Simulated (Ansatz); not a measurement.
GeTe:
```
GeTe
1.0
    2.06608     1.19285     3.46509
   -2.06608     1.19285     3.46509
    0.00000    -2.38570     3.46509
Ge Te
1 1
Direct
  0.23785   0.23785   0.23785
  0.76215   0.76215   0.76215
```

This is the LDA-relaxed structure.

Problem. All from DFT-LDA in the program Ansatz with PAW potentials, unless another level is named. Give the formation energy from the elements (no fitted shifts).

Solution. -0.089 eV/atom.

Problem. Predict the smallest direct gap on the standard path.

Solution. 0.51 eV.

Problem. Predict the weight of the valence-edge state by species (Voronoi cells).

Solution. Te 66 %, Ge 34 %.

Problem. Predict the conduction-band minimum.

Solution. at L (3 equivalent valleys).

Space group R3m. Symmetry was held in the LDA relaxation; of distortions, only those at the zone centre were tested. The references are the lowest solids computed at this level, not always the standard phases. Spin–orbit coupling is left out wherever it is not named.

Potentials: the later of the program's two PAW sets.
